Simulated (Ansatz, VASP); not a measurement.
## Two plane-wave programs on Hf

File POSCAR:

```
Hf
1.0
    2.9706829920     -1.9633942036      0.0000000000
    2.9706829920      1.9633942036      0.0000000000
    0.0000000000      0.0000000000      8.0091742694
Hf
4
Direct
    0.8500000000      0.1500000000      0.1170000000
    0.6500000000      0.3500000000      0.6170000000
    0.1500000000      0.8500000000      0.8830000000
    0.3500000000      0.6500000000      0.3830000000
```

INCAR.step1

```
  PREC = Accurate
  ENCUT = 520
  ISMEAR = 0
  SIGMA = 0.1
  LREAL = F
  LASPH = T
  NELM = 80
  NBANDS = 28
  GGA = PE
  ALGO = Normal
  EDIFF = 1E-4
  LWAVE = T
  LCHARG = F
```

The input INCAR.step2:

```
  PREC = Accurate
  ENCUT = 520
  EDIFF = 1E-7
  ISMEAR = 0
  SIGMA = 0.1
  LREAL = F
  LASPH = T
  NELM = 80
  ALGO = Normal
  ISIF = 2
  LWAVE = F
  LCHARG = F
  METAGGA = R2SCAN
  LMIXTAU = T
  NBANDS = 28
  ISTART = 1
```

Contents of KPOINTS:

```
Automatic mesh
0
Gamma
  6 6 2
```

Input for Ansatz:

```yaml
crystal:
  lattice:
    - [2.970682992, -1.9633942036, 0.0]
    - [2.970682992, 1.9633942036, 0.0]
    - [0.0, 0.0, 8.0091742694]
  atoms:
    - { symbol: Hf, position: [0.85, 0.15, 0.117] }
    - { symbol: Hf, position: [0.65, 0.35, 0.617] }
    - { symbol: Hf, position: [0.15, 0.85, 0.883] }
    - { symbol: Hf, position: [0.35, 0.65, 0.383] }
basis:
  ecutwfc: 500
kpoints:
  mp_grid: { grid: [6, 6, 2] }
hamiltonian:
  xc: r2scan
scf:
  occupations: { method: gaussian, width: 0.1 }
  lower_state_search: "off"
output:
  forces: true
  stress: true
  eigenvalues: true
```

Alike in both runs: task single point; functional r2SCAN; k mesh 6 × 6 × 2; occupations gaussian, width 0.1 eV; no spin polarisation.

```csv
,VASP,Ansatz
version,VASP 6.6.1,Ansatz 0.2.0
potentials or method,"VASP PAW PBE potentials, release 64 (Hf_pv)","scalar-relativistic, plane waves, PAW"
plane-wave cutoff (eV),520,500
valence electrons in the cell,40,104
```

Ansatz gave:

| Quantity | Value |
| --- | --- |
| gap on the k mesh at the Fermi level (eV) | none |
| pressure (GPa) | 4.4 |
| largest component of the traceless stress (GPa) | 26.05 |
| rms of the force components (eV/Å) | 3.727 |

Task: Estimate VASP's values.

Result: gap on the k mesh at the Fermi level (eV): none; pressure (GPa): 3.8; largest component of the traceless stress (GPa): 25.68; rms of the force components (eV/Å): 3.647.

Atom by atom the forces differ by 0.081 eV/Å (rms over components). A gap of «none» marks a metal or a gap that the smearing closes. The two sets of potentials don't hold the same shells in valence.

Caveats: the k mesh is coarse (spacing up to 0.39 Å⁻¹), so the values aren't converged; the PAW data sets were made with another functional, which shifts forces and pressure a little (VASP). The runs have no spin-orbit coupling, so splittings on Hf are missing.
